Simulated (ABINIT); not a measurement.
TePb:

```
Pb Te
1.0
     0.00000    3.23100    3.23100
     3.23100    0.00000    3.23100
     3.23100    3.23100    0.00000
Pb Te
1 1
Cartesian
  0.0000 0.0000 0.0000
  3.2310 3.2310 3.2310
```

Base run:

```yaml
Program: ABINIT 10.8.3 (patched build)
Functional: AM05
Potentials_or_basis: JTH PAW PBE v2.0
Cutoff: 707 eV
k_mesh: 7 × 7 × 7
Occupations: fermi-dirac, width 0.05 eV
Spin: no spin polarisation
```

Its results: pressure -0.2 GPa.

Question: The run is repeated on the same cell with these changes: functional from AM05 to WC. What comes out?

Answer: Pressure -0.6 GPa.

Caveats: the PAW data sets were made with another functional, which shifts forces and pressure a little.
